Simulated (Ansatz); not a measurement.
Wanted: the native input for an Ansatz 0.2.0 run.

| Item | Value |
| --- | --- |
| Task | relaxation of cell and atoms |
| Functional | RPBE |
| Dispersion | D3(BJ) |
| Potentials or basis | all-electron LAPW, scalar-relativistic |
| Basis error allowed | 0.001 eV/atom |
| k mesh | 12 × 12 × 12 |
| Occupations | fermi-dirac, width 0.05 eV |
| Spin | no spin polarisation |

Crystal: Ir.

```
Ir
1.0
     0.00000    1.91560    1.91560
     1.91560    0.00000    1.91560
     1.91560    1.91560    0.00000
Ir
1
Direct
  0.00000 0.00000 0.00000
```

These files were run (other wordings do the same):

input.yaml

```yaml
crystal:
  lattice:
    - [0.0, 1.9156, 1.9156]
    - [1.9156, 0.0, 1.9156]
    - [1.9156, 1.9156, 0.0]
  atoms:
    - { symbol: Ir, position: [0.0, 0.0, 0.0] }
kpoints:
  mp_grid: { grid: [12, 12, 12] }
scf:
  occupations: { method: fermi_dirac, width: 0.05 }
hamiltonian:
  xc: rpbe
  dispersion: d3bj
  pseudopotentials: { kind: all_electron, lapw: { basis_error: 0.001 } }
output:
  forces: true
  stress: true
relax:
  f_tol: 0.02
  max_steps: 60
  cell: {}
```

Potentials or basis: all-electron LAPW, scalar-relativistic.

Command:

```console
$ ansatz run input.yaml --threads 1 --pin off --max-ram 3072MiB --backend cpu --events-out ev --progress --plain --runs-dir out
```

Results of the run:

| Quantity | Value |
| --- | --- |
| Relaxed volume | 12.96 Å³/atom |
| Relaxed cell | a = 2.637 Å, b = 2.637 Å, c = 2.637 Å, α = 60.00°, β = 60.00°, γ = 60.00° |
| Space group after relaxing (to 0.05 Å) | Fm-3m (No. 225) |
| Energy gained by relaxing | 124.3 meV/atom |
| Ionic steps | 6 |
| Pressure after relaxing | 0.0 GPa |

Run time: 24 s on 1 thread of Arm Neoverse V2, on a shared host, peak memory 0.3 GiB.
